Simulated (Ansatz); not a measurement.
MgSe:

```xyz
2
Lattice="0.0000 2.7255 2.7255 2.7255 0.0000 2.7255 2.7255 2.7255 0.0000" Properties=species:S:1:pos:R:3 pbc="T T T"
Se    2.7255    2.7255    2.7255
Mg    0.0000    0.0000    0.0000
```

Base run:

| Item | Value |
| --- | --- |
| Program | Ansatz 0.2.0 |
| Functional | PBE |
| Potentials or basis | Ansatz PAW |
| Cutoff | 420 eV |
| Density cutoff | 1680 eV |
| k mesh | 6 × 6 × 6 |
| Occupations | fermi-dirac, width 0.05 eV |
| Spin | spin-orbit coupling, no magnetisation |

Its results: band gap on the k mesh 1.68 eV, indirect (least direct gap 2.47 eV).

Problem. The run is repeated on the same cell with these changes: functional from PBE to HSE06; k mesh from 6 × 6 × 6 to 4 × 4 × 4. What comes out?

Solution. Band gap on the k mesh 2.53 eV, indirect (least direct gap 3.48 eV).

Several settings changed at once, so the effect can't be laid on one alone.

Caveats: some runs use coarse meshes.

Not every run made on this cell is shown here.
